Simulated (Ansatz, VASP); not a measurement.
## One calculation of C, two programs

File POSCAR:

```
C
1.0
    0.0000000000      1.7801241434      1.6911179363
    1.7801241434      0.0000000000      1.6911179363
    1.7801241434      1.7801241434      0.0000000000
C
2
Direct
    0.0000000000      0.0000000000      0.0000000000
    0.2500000000      0.2500000000      0.2500000000
```

Contents of INCAR.step1:

```
  PREC = Accurate
  ENCUT = 520
  ISMEAR = 0
  SIGMA = 0.01
  LREAL = F
  LASPH = T
  NELM = 100
  NBANDS = 11
  GGA = PE
  ALGO = Normal
  EDIFF = 1E-4
  LWAVE = T
  LCHARG = F
```

File INCAR.step2:

```
  PREC = Accurate
  ENCUT = 520
  EDIFF = 1E-6
  ISMEAR = 0
  SIGMA = 0.01
  LREAL = F
  LASPH = T
  NELM = 100
  ALGO = Normal
  ISIF = 2
  LWAVE = F
  LCHARG = F
  METAGGA = R2SCAN
  LMIXTAU = T
  NBANDS = 11
  ISTART = 1
```

Contents of KPOINTS:

```
Automatic mesh
0
Gamma
  12 12 12
```

Input for Ansatz:

```yaml
crystal:
  lattice:
    - [0.0, 1.7801241434, 1.6911179363]
    - [1.7801241434, 0.0, 1.6911179363]
    - [1.7801241434, 1.7801241434, 0.0]
  atoms:
    - { symbol: C, position: [0.0, 0.0, 0.0] }
    - { symbol: C, position: [0.25, 0.25, 0.25] }
kpoints:
  mp_grid: { grid: [12, 12, 12] }
  band_path:
    path:
      - [0.0, 0.0, 0.0]
      - [0.5, 0.0, 0.5]
      - [0.625, 0.25, 0.625]
      - [0.375, 0.375, 0.75]
      - [0.5, 0.5, 0.5]
      - [0.5, 0.25, 0.75]
      - [0.35, 0.0, 0.35]
    npoints: 1
hamiltonian:
  xc: r2scan
scf:
  occupations: { method: fixed }
  n_extra_bands: 4
output:
  forces: true
  stress: true
  eigenvalues: true
```

Change from the starting cell: uniaxial_z strain -5.0%.

Alike in both runs: task single point; functional r2SCAN; k mesh 12 × 12 × 12; no spin polarisation.

|  | VASP | Ansatz |
| --- | --- | --- |
| version | VASP 6.6.1 | Ansatz 0.2.0 |
| potentials or method | VASP PAW PBE potentials, release 64 (C) | plane waves, PAW |
| plane-wave cutoff (eV) | 520 | 500 |
| occupations | gaussian, width 0.01 eV | fixed |
| valence electrons in the cell | 8 | 8 |

```tsv
	VASP	Ansatz	Ansatz less VASP
gap on the k mesh at the Fermi level (eV)	3.09	3.12	+0.033
pressure (GPa)	26.8	25.5	-1.34
largest component of the traceless stress (GPa)	33.84	33.91	+0.063
```

Caveats: so large a pressure means that the cell lies far from this level's equilibrium, or that cutoff or potentials fall short (VASP); the potentials were made for another functional, which shifts forces and pressure (VASP). A k mesh can miss the band edges.
